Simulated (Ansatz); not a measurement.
Response to strain in TlCl

The reference is TlCl in the CsCl type structure (space group Pm-3m, No. 221).

```
TlCl
1.0
    3.76921     0.00000     0.00000
    0.00000     3.76921     0.00000
    0.00000     0.00000     3.76921
Tl Cl
1 1
Direct
  0.00000   0.00000   0.00000
  0.50000   0.50000   0.50000
```

Cartesian axes are those of the cell as printed.

Strains are applied to the cell and any free atomic positions relax; under biaxial strain the out-of-plane vector relaxes too.

The values are results of PBEsol, PAW, 420 eV (Ansatz, an electronic-structure program; spin-orbit coupling left out), not measurements.

| biaxial strain, plane normal [111], relaxed out of plane (%) | out-of-plane strain (%) |
|---|---|
| 0 | 0.00 |
| 0.42 | -0.43 |
| 0.83 | -0.82 |
| 1.25 | -1.19 |
| 1.67 | ? |
| 2.08 | -1.83 |
| 2.5 | -2.13 |

Q: Fit ε⊥ = −νε + γε² (strains in %) to the rows shown and predict the withheld row.

A: Least squares on the printed values gives ν = 1.05 (the biaxial Poisson response) and γ = 0.081 (largest residual 0.01 %); this predicts -1.53 %, and the run gives -1.53 %, in agreement.

Stability against distortions was not tested.
